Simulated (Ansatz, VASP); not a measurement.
# TePb: VASP beside Ansatz

One calculation is typed for both programs; each brings its own data sets and cutoff. How far apart do they land? The cell is taken from a series of VASP runs on this material, whose earlier steps may have relaxed, scaled or displaced it; both programs get it as it stands.

Program: Ansatz 0.2.0. Level of theory: plane waves, with VASP 6.6.1 beside it; relaxation of cell and atoms at PBEsol. Results are calculated unless marked as measured.

## Step 1: The starting structure

The structure is cubic, space group Fm-3m (No. 225). The conventional cell has a = 6.462 Å, b = 6.462 Å, c = 6.462 Å, α = 90.00°, β = 90.00°, γ = 90.00°. Nearest to Pb lie 6 Te at 3.23 Å. Te has 6 Pb at 3.23 Å nearest. Farther neighbours and most contacts between anions are not listed.

## Step 2: Ansatz: relaxation of cell and atoms, PBEsol

Ansatz runs on its default PAW (the set named soft_2) files.

The relaxed volume is the usual yardstick between codes: its relative difference is about their pressure difference at one cell divided by the bulk modulus.

The input, input.yaml:

```yaml
crystal:
  lattice:
    - [0.0, 3.231, 3.231]
    - [3.231, 0.0, 3.231]
    - [3.231, 3.231, 0.0]
  atoms:
    - { symbol: Pb, position: [0.0, 0.0, 0.0] }
    - { symbol: Te, position: [0.5, 0.5, 0.5] }
hamiltonian:
  xc: pbesol
  pseudopotentials: { kind: paw }
kpoints:
  mp_grid: { grid: [8, 8, 8] }
scf:
  occupations: { method: gaussian, width: 0.03 }
relax:
  f_tol: 0.01
  max_steps: 60
  cell: { stress_tol: 0.05 }
output:
  forces: true
  stress: true
```

Command:

```sh
$ ansatz run input.yaml --threads 4 --pin off --max-ram 9216MiB --backend cpu --events-out ev --progress --plain --runs-dir out
```

Numbers of over 12 decimals in the logs are rounded to 6 here.

Output:

```text
Engine: ansatz 0.2.0, aarch64-unknown-linux-gnu
Pseudopotentials: kind: paw
Pseudopotential: Pb, paw, valence charge 14, recommended cutoff 420 eV (normal), Pb.paw.azcp
Pseudopotential: Te, paw, valence charge 16, recommended cutoff 420 eV (normal), Te.paw.azcp
Functional definition: PBEsol
  exchange = pbesol_x
  correlation = pbesol_c
Crystal: 2 atoms, lattice volume = 67.459 Å³
Basis set: ecut = 420 eV, 1363 PW (Γ), exchange–correlation on 64×64×64 points (8 copies of the dense FFT grid, shifted against one another)
Bands: 19, of which v1, the nominal top of the filled ones, is band 15 counted from 1 (14 counted from 0)
Symmetry: 48 space group operations
Space group: Fm-3m (ITA 225), of the structure as read, at distance tolerance 4.1e-5 Å
k-points: 29 of 512
Non-local potential: Pb, projectors of the file, l = 0: 2, l = 1: 2, l = 2: 2, l = 3: 2
Non-local potential: Te, projectors of the file, l = 0: 2, l = 1: 2, l = 2: 2, l = 3: 2
PAW form: soft (Blöchl's): semilocal exchange-correlation on the pseudo side does not see the compensation charge
PAW frozen core: Pb, regenerated for the run's functional, and the local potential with it (the file was generated under x = pbe(κ = 0.804, μ = 0.219515), c = pbe(β = 0.066725))
PAW frozen core: Te, regenerated for the run's functional, and the local potential with it (the file was generated under x = pbe(κ = 0.804, μ = 0.219515), c = pbe(β = 0.066725))
PAW one-centre angular grid: Pb, 590 points (default); XC on 64 Gauss nodes
PAW one-centre angular grid: Te, 590 points (default); XC on 64 Gauss nodes
Initial density: superposition of atomic densities (neutral atoms: chi_scale 0, normalization atom), corrected by the library's trained network
Initial wavefunctions: pseudopotential atomic-orbital guess
Functional: x = pbesol(κ = 0.804, μ = 0.123457), c = pbesol(β = 0.046)
SCF iter   1: F=—  HF=-18657.192692 eV  |F-HF|=—  |Δ(HF+E_count)|=         —  Δρ=2.12e-3  dr2=5.03e-3  ethr=1.77e-3  ⟨swp⟩=6.6  Hψ=2879  notcnv=0
preconditioner: auto → none  [insulator: Δε(μ)=0.648 eV  Ē_g=14.644 eV  σ=0.030 eV  W_gap=1.00  n_scr=14 (ndim 8)  ℏωp=20.2 eV  f_vac=0.014  D(μ)=0.00/eV (n_scr^D=0)  ε∞_Penn≈2.9]
SCF iter   2: F=—  HF=-18657.189097 eV  |F-HF|=—  |Δ(HF+E_count)|=   3.60e-3  Δρ=8.62e-4  dr2=5.43e-4  ethr=1.68e-5  ⟨swp⟩=2.5  Hψ=1292  notcnv=0
SCF iter   3: F=—  HF=-18657.188992 eV  |F-HF|=—  |Δ(HF+E_count)|=   1.05e-4  Δρ=3.08e-4  dr2=5.44e-5  ethr=1.81e-6  ⟨swp⟩=2.0  Hψ=836  notcnv=0
SCF iter   4: F=—  HF=-18657.189007 eV  |F-HF|=—  |Δ(HF+E_count)|=   1.50e-5  Δρ=1.52e-4  dr2=1.36e-5  ethr=1.81e-7  ⟨swp⟩=1.1  Hψ=553  notcnv=0
SCF iter   5: F=—  HF=-18657.189011 eV  |F-HF|=—  |Δ(HF+E_count)|=   3.99e-6  Δρ=3.28e-5  dr2=6.20e-7  ethr=4.52e-8  ⟨swp⟩=2.0  Hψ=652  notcnv=0
SCF iter   6: F=-18657.189011 eV  HF=-18657.189011 eV  |F-HF|=1.48e-9  |Δ(HF+E_count)|=   1.81e-7  Δρ=3.52e-6  dr2=6.36e-9  ethr=3.33e-10  ⟨swp⟩=5.1  Hψ=2073  notcnv=0
SCF 1 converged in 6 iterations: F = -18657.189011 eV  dr2 = 6.36e-9
  greatest PAW one-centre occupation: 0.998 electrons in one spin orbital (limit 2), on the Te atom at site 1 (counted from 0), in its partial waves of l = 2
relax step   1: F+E_penalty+E_count = -18657.18901088 eV  Δ(F+E_penalty+E_count) = +0.000e0 eV  max|allowed force component| = 1.913e-29 eV/Å  Δτ_max = 0.0000 Å  P = -0.388 GPa  Ω = 67.459 Å³  (6 SCF iters, dr2 threshold 1.00e-7 eV, accepted)
[...]
relax step   2: F+E_penalty+E_count = -18657.18976703 eV  Δ(F+E_penalty+E_count) = -7.561e-4 eV  max|allowed force component| = 3.708e-29 eV/Å  Δτ_max = 0.0000 Å  P = +0.127 GPa  Ω = 66.679 Å³  energy of the carried Pulay correction = +1.073e-4 eV  (6 SCF iters, dr2 threshold 2.00e-7 eV, accepted)
[...]
relax step   3: F+E_penalty+E_count = -18657.18981517 eV  Δ(F+E_penalty+E_count) = -4.814e-5 eV  max|allowed force component| = 3.839e-29 eV/Å  Δτ_max = 0.0000 Å  P = -0.002 GPa  Ω = 66.870 Å³  energy of the carried Pulay correction = +8.081e-5 eV  (4 SCF iters, dr2 threshold 4.06e-8 eV, accepted)
[...]
relax step   4: F+E_penalty+E_count = -18657.18973336 eV  Δ(F+E_penalty+E_count) = +8.181e-5 eV  max|allowed force component| = 6.022e-29 eV/Å  Δτ_max = 0.0000 Å  P = -0.002 GPa  Ω = 66.870 Å³  stress off target by 2.22e-3 GPa  SCF on the basis re-selected at this cell (its energy is not comparable with the rows above)  (5 SCF iters)
basis re-selected at this cell: Δ(F+E_penalty+E_count) = +8.181e-5 eV, ΔP = -0.000 GPa vs the last step (what re-selecting the basis moved, of the pressure what is left beyond the Pulay correction that the steps carried, after the strain that the cell walked since its last selection, with what the two solves' SCF thresholds leave and, on support functions, any second-order correction that the steps lacked; it is no m [...]
SCF converged after 5 iterations
Free energy (F): -18657.189733 eV
Harris-Foulkes:  -18657.189733 eV  (|F-HF|=3.64e-12)
Internal energy: -18657.189733 eV  (E = F + TS)
E sigma→0 (E₀):  -18657.189733 eV
Fermi energy:    9.000464 eV
--- Per-component energies (eV) ---
  E_band       = -316.823530
  E_kinetic    = 468.854691
  E_local      = -2375.964608  (includes V_loc(G=0)·N_el)
  E_nonlocal   = 44.297264
  E_hartree    = 1248.383002
  E_xc         = -342.868743
  E_vxc        = -237.420353  (∫ρ·V_xc dr)
  E_paw        = -14839.054942  (= ΣΔE_a)
  E_vpaw       = -713.356354  (= ΣTr[D̂ρ^β])
  E_aug_tail   = -0.000163  (compensation charges beyond the density's cutoff)
  E_ewald      = -2861.273167
  E_core_change = 0.436932  (= ΣΔE_core)
  E_smearing   = -0.000000  (= −TS)
  E_closure    = 0.000000  (closes the sum)
  Σ components = -18657.189733   (vs F -18657.189733, Δ=0.00e0)
--- Forces (eV/Å), atoms counted from 1 ---
  atom   1  Pb     0.00000000    -0.00000000    -0.00000000
  atom   2  Te    -0.00000000     0.00000000    -0.00000000
  max |Σ_I F_I| component: 8.99e-29 eV/Å
--- Stress (GPa, compression-positive) ---
       -0.002221      -0.000000      -0.000000
       -0.000000      -0.002221      -0.000000
       -0.000000      -0.000000      -0.002221
  P = ⅓ Tr σ = -0.0022 GPa (-0.022 kbar)
--- Relaxed structure (3 steps of the walk, 3 accepted, 1 SCFs on fresh bases) ---
  F+E_penalty+E_count = -18657.18973336 eV   max|allowed force component| = 6.022e-29 eV/Å   (the final SCF, on the basis selected at the relaxed cell)
  cell:  # Å, volume = 66.8700 Å³
    - [0, 3.221567, 3.221567]
    - [3.221567, 0, 3.221567]
    - [3.221567, 3.221567, 0]
  atoms:
    - { symbol: Pb, position: [0, 0, 0] }
    - { symbol: Te, position: [0.500000, 0.500000, 0.500000] }
```

The job ended after 2.6 s (4 threads of Arm Neoverse V1, shared host; peak memory 0.39 GiB).

## Step 3: VASP: relaxation of cell and atoms, PBEsol

The same cell, functional, mesh and smearing now go to VASP, with its own data sets and cutoff.

Lines of VASP's logs that name or quote its potential files are left out, and so is its time.

The input, INCAR:

```
SYSTEM = TePb
PREC = Accurate
ENCUT = 450
EDIFF = 1E-07
NELM = 100
ISMEAR = 0
SIGMA = 0.03
LREAL = .FALSE.
ALGO = Normal
GGA = PS
NBANDS = 16
LORBIT = 11
LWAVE = .FALSE.
LCHARG = .FALSE.
KPAR = 4
IBRION = 2
NSW = 50
ISIF = 3
EDIFFG = -0.002
```

The input, POSCAR:

```
TePb
1.0
    0.0000000000      3.2310000000      3.2310000000
    3.2310000000      0.0000000000      3.2310000000
    3.2310000000      3.2310000000      0.0000000000
Pb Te
1 1
Direct
    0.0000000000      0.0000000000      0.0000000000
    0.5000000000      0.5000000000      0.5000000000
```

The input, KPOINTS:

```
Automatic mesh
0
Gamma
8 8 8
0 0 0
```

PAW data sets: Pb_d and Te (PBE family, release 64).

Command:

```sh
$ mpirun -np 4 vasp_std
```

Output:

```text
[banner, memory and clock lines left out]
running    4 mpi-ranks, on    1 nodes
 distrk:  each k-point on    1 cores,    4 groups
 distr:  one band on    1 cores,    1 groups

 POSCAR found type information on POSCAR PbTe
 POSCAR found :  2 types and       2 ions
|                                                                             |
|               ----> ADVICE to this user running VASP <----                  |
|                                                                             |
|     You enforced a specific xc type in the INCAR file but a different       |
|     [... a line on the potential file left out ...]
|     I HOPE YOU KNOW WHAT YOU ARE DOING!                                     |
|                                                                             |

 LDA part: xc-table for (Slater+PW92), standard interpolation
 POSCAR, INCAR and KPOINTS ok, starting setup
 FFT: planning ... GRIDC
 FFT: planning ... GRID_SOFT
 FFT: planning ... GRID
 WAVECAR not read
 entering main loop
       N       E                     dE             d eps       ncg     rms          rms(c)
DAV:   1     0.143380365051E+03    0.14338E+03   -0.84046E+03   936   0.110E+03
DAV:   2     0.111298621641E+01   -0.14227E+03   -0.13839E+03  1000   0.292E+02
DAV:   3    -0.814688840312E+01   -0.92599E+01   -0.92201E+01  1216   0.804E+01
DAV:   4    -0.837187124962E+01   -0.22498E+00   -0.22494E+00  1184   0.148E+01
DAV:   5    -0.837910846473E+01   -0.72372E-02   -0.72370E-02  1320   0.226E+00    0.333E+00
DAV:   6    -0.826404938016E+01    0.11506E+00   -0.26223E-01  1304   0.396E+00    0.208E+00
DAV:   7    -0.825819418460E+01    0.58552E-02   -0.74572E-02  1216   0.150E+00    0.877E-01
DAV:   8    -0.825850275634E+01   -0.30857E-03   -0.81462E-03  1184   0.930E-01    0.114E-01
DAV:   9    -0.825845141126E+01    0.51345E-04   -0.90244E-04  1432   0.295E-01    0.349E-02
DAV:  10    -0.825845775190E+01   -0.63406E-05   -0.78582E-05  1208   0.726E-02    0.217E-02
DAV:  11    -0.825846028936E+01   -0.25375E-05   -0.10959E-05  1240   0.210E-02    0.787E-03
DAV:  12    -0.825846033266E+01   -0.43300E-07   -0.55722E-07  1224   0.890E-03
   1 F= -.82584603E+01 E0= -.82584603E+01  d E =-.825846E+01
 curvature:   0.00 expect dE= 0.000E+00 dE for cont linesearch  0.000E+00
 trial: gam= 0.00000 g(F)=  0.126E-59 g(S)=  0.188E-02 ort = 0.000E+00 (trialstep = 0.100E+01)
 search vector abs. value=  0.188E-02
 bond charge predicted
       N       E                     dE             d eps       ncg     rms          rms(c)
DAV:   1    -0.828399077732E+01   -0.25530E-01   -0.75398E-01  1160   0.138E+01    0.848E-01
DAV:   2    -0.826265369238E+01    0.21337E-01   -0.41629E-02  1192   0.345E+00    0.309E-01
DAV:   3    -0.825901187022E+01    0.36418E-02   -0.14971E-02  1208   0.186E+00    0.603E-02
DAV:   4    -0.825903539096E+01   -0.23521E-04   -0.25295E-04  1040   0.147E-01    0.490E-02
DAV:   5    -0.825905113268E+01   -0.15742E-04   -0.66225E-05  1224   0.762E-02    0.123E-02
DAV:   6    -0.825904999952E+01    0.11332E-05   -0.62990E-06  1232   0.398E-02    0.311E-03
DAV:   7    -0.825904919546E+01    0.80407E-06   -0.33457E-07  1048   0.396E-03    0.570E-04
DAV:   8    -0.825904920797E+01   -0.12514E-07   -0.71399E-09   656   0.762E-04
   2 F= -.82590492E+01 E0= -.82590492E+01  d E =-.588875E-03
 trial-energy change:   -0.000589  1 .order   -0.000591   -0.001878    0.000696
 step:   0.7296(harm=  0.7296)  dis= 0.00000  next Energy=    -8.259145 (dE=-0.685E-03)
 bond charge predicted
       N       E                     dE             d eps       ncg     rms          rms(c)
DAV:   1    -0.826095993544E+01   -0.19107E-02   -0.55828E-02  1192   0.383E+00    0.228E-01
DAV:   2    -0.825941402541E+01    0.15459E-02   -0.30185E-03  1192   0.921E-01    0.838E-02
DAV:   3    -0.825914254327E+01    0.27148E-03   -0.11150E-03  1200   0.508E-01    0.167E-02
DAV:   4    -0.825914214235E+01    0.40091E-06   -0.18659E-05  1056   0.410E-02    0.134E-02
DAV:   5    -0.825914030490E+01    0.18375E-05   -0.48575E-06  1216   0.208E-02    0.359E-03
DAV:   6    -0.825914018169E+01    0.12320E-06   -0.46150E-07  1088   0.107E-02    0.941E-04
DAV:   7    -0.825914039550E+01   -0.21381E-06   -0.23454E-08   584   0.161E-03    0.122E-04
DAV:   8    -0.825914040015E+01   -0.46518E-08   -0.34128E-09   560   0.623E-04
   3 F= -.82591404E+01 E0= -.82591404E+01  d E =-.680067E-03
 curvature:  -0.36 expect dE=-0.102E-07 dE for cont linesearch -0.102E-07
 trial: gam=-0.00384 g(F)=  0.976E-60 g(S)=  0.279E-07 ort = 0.724E-05 (trialstep = 0.946E+00)
 search vector abs. value=  0.100E-09
 reached required accuracy - stopping structural energy minimisation
```

Parts of OUTCAR (step 3):

```text
ion  position               nearest neighbor table
   1  0.000  0.000  0.000-   2 3.23   2 3.23   2 3.23   2 3.23   2 3.23   2 3.23
   2  0.500  0.500  0.500-   1 3.23   1 3.23   1 3.23   1 3.23   1 3.23   1 3.23

  LATTYP: Found a face centered cubic cell.
 ALAT       =     6.4620000000

 Subroutine GETGRP returns: Found 48 space group operations
 (whereof 48 operations were pure point group operations)

The static configuration has the point symmetry O_h .

 Found     29 irreducible k-points:

   k-points           NKPTS =     29   k-points in BZ     NKDIM =     29   number of bands    NBANDS=     16

   dimension x,y,z NGX =    32 NGY =   32 NGZ =   32
   dimension x,y,z NGXF=    64 NGYF=   64 NGZF=   64

   ENCUT  =  450.0 eV  33.07 Ry    5.75 a.u.   7.90  7.90  7.90*2*pi/ulx,y,z

   NELECT =      20.0000    total number of electrons

 k-points in reciprocal lattice and weights: Automatic mesh
   0.00000000  0.00000000  0.00000000       0.002
   0.12500000  0.00000000  0.00000000       0.016
   0.25000000  0.00000000  0.00000000       0.016
   0.37500000  0.00000000  0.00000000       0.016
   0.50000000  0.00000000  0.00000000       0.008
   0.12500000  0.12500000  0.00000000       0.012
   0.25000000  0.12500000  0.00000000       0.047
   0.37500000  0.12500000  0.00000000       0.047
   0.50000000  0.12500000  0.00000000       0.047
[...]
-0.37500000  0.50000000  0.12500000       0.023
  -0.25000000  0.50000000  0.25000000       0.012

 average (electrostatic) potential at core
       1 -91.3722       2 -88.0550

 E-fermi :   5.7315

 k-point     1 :       0.0000    0.0000    0.0000
  band No.  band energies     occupation
    ...
      6      -6.5343      2.00000
      7      -0.0224      2.00000
      8       4.2046      2.00000
      9       4.2046      2.00000
     10       4.2046      2.00000
     11       9.6373      0.00000
     12       9.6373      0.00000
     13       9.6373      0.00000
     14      11.3088      0.00000
     15      11.3088      0.00000
    ...

 k-point     2 :       0.1250    0.0000    0.0000
  band No.  band energies     occupation
    ...
      6      -6.3984      2.00000
      7      -0.4701      2.00000
      8       4.2448      2.00000
      9       4.2448      2.00000
     10       4.4533      2.00000
     11       8.8372      0.00000
     12       9.0319      0.00000
     13       9.0319      0.00000
     14      11.1210      0.00000
     15      11.6062      0.00000
    ...

 k-point     3 :       0.2500    0.0000    0.0000
  band No.  band energies     occupation
    ...
      6      -6.0067      2.00000
      7      -1.4700      2.00000
      8       4.3701      2.00000
      9       4.3701      2.00000
     10       4.9049      2.00000
     11       7.6392      0.00000
     12       7.9914      0.00000
     13       7.9914      0.00000
     14      11.4293      0.00000
     15      12.4123      0.00000
    ...

  Total       -0.0006207     -0.0006207     -0.0006207      0.0000000     -0.0000000      0.0000000
  in kB       -0.0148690     -0.0148690     -0.0148690      0.0000000     -0.0000000      0.0000000
  external PRESSURE =      -0.0148690 kB  Pullay stress =       0.0000000 kB

  energy-cutoff  :      450.00
  volume of cell :       66.89
      direct lattice vectors                 reciprocal lattice vectors
    -0.000000000  3.221840094  3.221840094    -0.155190818  0.155190818  0.155190818
     3.221840094  0.000000000  3.221840094     0.155190818 -0.155190818  0.155190818
     3.221840094  3.221840094  0.000000000     0.155190818  0.155190818 -0.155190818

 POSITION                                       TOTAL-FORCE (eV/Angst)
 -----------------------------------------------------------------------------------
      0.00000      0.00000      0.00000         0.000000     -0.000000      0.000000
      3.22184      3.22184      3.22184        -0.000000      0.000000     -0.000000
 -----------------------------------------------------------------------------------
    total drift:                                0.000000     -0.000000     -0.000000

  FREE ENERGIE OF THE ION-ELECTRON SYSTEM (eV)
  ---------------------------------------------------
  free  energy   TOTEN  =        -8.2591404002 eV

  energy  without entropy=       -8.2591404002  energy(sigma->0) =       -8.25914040

 reached required accuracy - stopping structural energy minimisation

 total charge
# of ion       s       p       d       tot
------------------------------------------
    1        1.448   0.588   9.831  11.867
    2        1.376   1.988   0.019   3.384
--------------------------------------------------
tot          2.824   2.576   9.850  15.251

[... 3 further parts left out ...]
```

CONTCAR:

```
TePb
   1.00000000000000
    -0.0000000000000000    3.2218400942452683    3.2218400942452683
     3.2218400942452683    0.0000000000000000    3.2218400942452683
     3.2218400942452683    3.2218400942452683    0.0000000000000000
  Pb              Te
     1     1
Direct
     0.0000000000000000    0.0000000000000000    0.0000000000000000
     0.5000000000000000    0.5000000000000000    0.5000000000000000
```

The PAW data sets were made with PBE, which is usual practice but a small mismatch for other functionals. The run keeps the 48 symmetry operations of its start, so it cannot find a distortion of lower symmetry.

## Step 4: Comparison

Known differences besides the potentials themselves: both relaxations stop at a tolerance, which leaves soft axes loose, and VASP keeps its plane-wave basis; the data sets hold 30 valence electrons in Ansatz (default PAW (the set named soft_2) files) and 20 in VASP; the cutoff is 420 eV in Ansatz and 450 eV in VASP; Ansatz makes its cores anew for this functional, VASP keeps those of its PBE data sets; VASP leaves aspherical gradient terms in its spheres out (LASPH is not set), Ansatz keeps them; Ansatz adds a Pulay correction to the stress that steers its cell, VASP none. Total energies have different zeros and are not compared.

Compared:

```
                                         quantity  Ansatz   VASP  difference
                                      volume (Å³)   66.87  66.89     -0.03 %
edge a after relaxation, in the typed setting (Å)   4.556  4.556     -0.01 %
```

The walks stopped with 0.00 GPa left in Ansatz and 0.00 GPa in VASP; each walk ends within a tolerance, so the volume difference is uncertain by about these residues over the bulk modulus, most in soft cells.

## Step 5: Outcome

```
difference in volume (relaxation of cell and atoms, PBEsol) : -0.025 %
```

**Reading.** The difference in volume is -0.025 % (relaxation of cell and atoms, PBEsol), within the 1.2 % picked in this series as the mark of a large difference, as far as the stopping tolerances let one tell. How closely two codes agree says nothing of how well the functional describes the real material.

[Lines on the potential files, build, host, timing and source positions are cut from VASP's logs without a mark.]

[Logs are printed without paths, hosts, clocks, repeated set-up lines and the standing remarks that a program may print on its own settings, such as how far it seeks lower states.]

[Hosts, paths, dates, database ids (printed as entryN), source tags and the programs' standing remarks are cut or masked in the printed files.]
